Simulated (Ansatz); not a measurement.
# AgCl: the cost of one run

Method: DFT PBE, scalar-relativistic, plane waves, PAW, in Ansatz 0.2.0.

1 further run of the same task is left out (set aside as unsound or not needed).

### Step 1. The starting structure

It takes space group Fm-3m (No. 225, cubic). The conventional cell has a = 5.546 Å, b = 5.546 Å, c = 5.546 Å, α = 90.00°, β = 90.00°, γ = 90.00°. Around Ag (site symmetry m-3m) lie 6 Cl at 2.77 Å. Cl (site symmetry m-3m) is surrounded by 6 Ag at 2.77 Å.

Structure file:

```cif
data_structure
_symmetry_space_group_name_H-M 'Fm-3m'
_symmetry_Int_Tables_number 225
_cell_length_a 5.5463
_cell_length_b 5.5463
_cell_length_c 5.5463
_cell_angle_alpha 90.000
_cell_angle_beta 90.000
_cell_angle_gamma 90.000
_cell_volume 170.61
loop_
_atom_site_label
_atom_site_type_symbol
_atom_site_symmetry_multiplicity
_atom_site_Wyckoff_symbol
_atom_site_fract_x
_atom_site_fract_y
_atom_site_fract_z
_atom_site_occupancy
Ag1 Ag 4 b 0.50000 0.00000 0.00000 1
Cl1 Cl 4 a 0.00000 0.00000 0.00000 1
```

The structure comes from the Crystallography Open Database.

### Step 2. A single atom displaced

The change: atom 1 (Ag) moved by 0.23 Å.

The input, input.yaml:

```yaml
crystal:
  lattice:
    - [0.0, 2.77315, 2.77315]
    - [2.77315, 0.0, 2.77315]
    - [2.77315, 2.77315, 0.0]
  atoms:
    - { symbol: Ag, position: [0.5142689721, 0.4865820457, 0.4439013396] }
    - { symbol: Cl, position: [0.0, 0.0, 0.0] }
basis:
  ecutwfc: 420
kpoints:
  mp_grid: { grid: [8, 8, 8] }
hamiltonian:
  xc: pbe
scf:
  occupations: { method: gaussian, width: 0.02 }
output:
  forces: true
  stress: true
  eigenvalues: true
```

Run with:

```
$ ansatz run input.yaml --threads 1 --pin off --max-ram 1331MiB --backend cpu --events-out ev --progress --plain --runs-dir out
```

What time and memory should one allow on 1 thread of an x86-64 CPU, shared host?

About 23 s, with a peak of 0.49 GiB.
